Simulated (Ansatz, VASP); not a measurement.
**Two plane-wave programs on Be**

```xyz
1
Lattice="-1.2531 1.2531 1.2531 1.2531 -1.2531 1.2531 1.2531 1.2531 -1.2531" Properties=species:S:1:pos:R:3 pbc="T T T"
Be    0.0000    0.0000    0.0000
```

This isn't the form of Be at room conditions, which is hcp.

Alike in both runs: task single point; functional HSE03; k mesh 8 × 8 × 8; occupations methfessel-paxton of order 1, width 0.1 eV; no spin polarisation.

|  | VASP | Ansatz |
| --- | --- | --- |
| version | VASP 6.6.1 | Ansatz 0.2.0 |
| potentials or method | VASP PAW PBE potentials, release 64 (Be) | Ansatz PAW |
| plane-wave cutoff (eV) | 520 | 420 |
| valence electrons in the cell | 2 | 2 |

|  | VASP | Ansatz | Ansatz less VASP |
| --- | --- | --- | --- |
| gap on the k mesh at the Fermi level (eV) | none | none | - |
| pressure (GPa) | -1.4 | -1.4 | -0.01 |

A gap of «none» marks a metal or a gap that the smearing closes.

Caveats: the k mesh is coarse (spacing up to 0.44 Å⁻¹), so the values aren't converged, least of all with exact exchange; the PAW data sets were made with another functional, which shifts forces and pressure a little (VASP); the PAW data sets come from PBE, with cores solved anew for the run's functional, which leaves a small shift of forces and pressure (Ansatz); the thresholds are loose for stress (Ansatz).
